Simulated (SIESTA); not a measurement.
Input of a SIESTA 5.4.2 run:

GaN.fdf

```
SystemName                      GaN
SystemLabel                     GaN
NumberOfSpecies                 2
NumberOfAtoms                   2
%block ChemicalSpeciesLabel
  1  31 Ga
  2   7 N
%endblock ChemicalSpeciesLabel

LatticeConstant                 1.0 Ang
%block LatticeVectors
     0.0000000000     2.2535006075     2.2535006075
     2.2535006075     0.0000000000     2.2535006075
     2.2535006075     2.2535006075     0.0000000000
%endblock LatticeVectors
AtomicCoordinatesFormat         Fractional
%block AtomicCoordinatesAndAtomicSpecies
     0.0000000000     0.0000000000     0.0000000000  1  Ga
     0.2500000000     0.2500000000     0.2500000000  2  N
%endblock AtomicCoordinatesAndAtomicSpecies

%block kgrid.MonkhorstPack
   10   0   0  0.0
    0  10   0  0.0
    0   0  10  0.0
%endblock kgrid.MonkhorstPack
XC.Functional                   GGA
XC.Authors                      AM05
PAO.BasisSize                   DZP
PAO.EnergyShift                 0.003 Ry
Mesh.Cutoff                     800 Ry
OccupationFunction              FD
ElectronicTemperature           0.05 eV
MaxSCFIterations                120
SCF.MustConverge                false
SCF.Mixer.Method                Pulay
SCF.Mixer.Weight                0.25
SCF.Mixer.History               8
SCF.DM.Tolerance                5.0e-05
SCF.H.Tolerance                 1.0e-03 eV
WriteForces                     true
Charge.Mulliken                 end
BandLinesScale                  ReciprocalLatticeVectors
%block BandLines
    1    0.000000   0.000000   0.000000  \Gamma
   12    0.500000   0.000000   0.500000  X
    6    0.500000   0.250000   0.750000  W
    4    0.375000   0.375000   0.750000  K
   13    0.000000   0.000000   0.000000  \Gamma
   11    0.500000   0.500000   0.500000  L
    8    0.625000   0.250000   0.625000  U
    4    0.500000   0.250000   0.750000  W
    9    0.500000   0.500000   0.500000  L
    8    0.375000   0.375000   0.750000  K
    1    0.625000   0.250000   0.625000  U
    4    0.500000   0.000000   0.500000  X
%endblock BandLines
%block PAO.Basis
  Ga 4
  n=4 0 2
    6.562 0.000
  n=4 1 2
    9.410 0.000
  n=3 2 2
    3.590 0.000
  n=4 2 1
    9.410
%endblock PAO.Basis
```

Potentials or basis: PseudoDojo 0.4 standard (PBEsol files), DZP (energy shift 0.003 Ry; two zetas on semicore shells).

Launch:

```console
$ siesta < GaN.fdf > GaN.out 2>&1
```

What does it give for the band gap on the k mesh?

1.83 eV, direct.

Estimate the pressure.

1.4 GPa.

Levels at the corners of the path, in eV from the valence-band top:
```tsv
point	band 7	band 8	band 9	band 10	band 11	band 12
Γ	0.00	0.00	0.00	1.83	10.19	10.19
X	-6.25	-2.78	-2.78	3.29	6.96	12.07
W	-5.80	-3.80	-3.75	6.29	8.73	10.50
K	-6.00	-4.37	-2.24	5.03	8.00	11.26
Γ	0.00	0.00	0.00	1.83	10.19	10.19
L	-7.19	-1.01	-1.01	4.66	9.13	10.58
U	-6.00	-4.37	-2.24	5.03	8.00	11.26
W	-5.80	-3.80	-3.75	6.29	8.73	10.50
L	-7.19	-1.01	-1.01	4.66	9.13	10.58
K	-6.00	-4.37	-2.24	5.03	8.00	11.26
U	-6.00	-4.37	-2.24	5.03	8.00	11.26
X	-6.25	-2.78	-2.78	3.29	6.96	12.07
```

Caveat: the potentials were made for another functional, which shifts forces and pressure; the basis of atomic orbitals isn't converged, which shifts pressures, moduli and gaps.

**What was measured.**

A printed reference work, textbook reports, for a bulk crystal of GaN at 0 K: band gap 3.299 eV (direct).

Measured gap of GaN: 3.299 eV (direct; 0 K; a printed reference work, textbook). This calculation gives 1.83 eV (-1.47 eV). Spin-orbit coupling on Ga is left out. The value is that of AM05 in an atomic basis (PseudoDojo 0.4 standard (PBEsol files), DZP (energy shift 0.003 Ry; two zetas on semicore shells)), whose error adds to the functional's,, without temperature or zero-point motion. Semilocal functionals fall short of measured gaps as a rule. The cell is a database's relaxed one, not the measured one, which moves gaps too.
